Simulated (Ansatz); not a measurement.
Chalcopyrite CuInS₂ was calculated with r²SCAN-D4 in Ansatz (plane waves, PAW).

Run with plane-wave cutoff 560 eV, 10×10×10 k mesh, Fermi–Dirac smearing 0.01 eV, no spin polarisation, scalar-relativistic PAW data made under PBE.

On both sides of the equilibrium volume: at 20.547 Å³/atom the pressure is 1.61 GPa and the direct gap at Γ 0.460 eV; at 21.386 Å³/atom they are -1.44 GPa and 0.334 eV. The fitted bulk modulus is 76.2 GPa.

### Question
Work out the volume deformation potential of this gap and its pressure coefficient, in two ways.

### Answer
a_V = dE_g/d ln V = (0.334 − 0.460)/ln(21.386/20.547) = -3.15 eV. Since dP = −B d ln V, dE_g/dP = −a_V/B = 41 meV/GPa. Straight from the pressures: (0.460 − 0.334)/(1.61 − (-1.44)) = 41 meV/GPa. At this level and over this range the gap at Γ widens under pressure.

Spin–orbit coupling is not included.

Note: the bulk modulus comes from volumes at which shape and atoms were relaxed.

Ansatz is an electronic-structure program.
